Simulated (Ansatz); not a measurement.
**Relativity in Zr**

```xyz
2
Lattice="3.2320 0.0000 0.0000 -1.6160 2.7990 0.0000 0.0000 0.0000 5.1470" Properties=species:S:1:pos:R:3 pbc="T T T"
Zr    0.0000    1.8660    1.2868
Zr    1.6160    0.9330    3.8603
```

Atoms are numbered in the order listed.

The cell is COD entry 9008523, as deposited and not checked against the literature; nothing was relaxed.

One fixed cell is solved with PBE by full-potential LAPW in Ansatz 0.2.0 under different relativistic treatments. Pressure is positive in compression.

Settings: a Γ-centred 13×13×7 k mesh, Fermi–Dirac smearing of 0.03 eV, basis error target 0.25 meV/atom, no spin polarisation.

| setting | P (GPa) | lowest level at Γ above −25 eV, from the valence-band top or, without a gap, the Fermi level (eV) |
| --- | --- | --- |
| scalar-relativistic | 0.50 | -5.67 |
| non-relativistic | 0.48 | ? |
| with spin–orbit coupling | 0.50 | -5.67 |

Question: What belongs in the row "non-relativistic", column "lowest level at Γ above −25 eV, from the valence-band top or, without a gap, the Fermi level (eV)"?

Answer: -5.11.
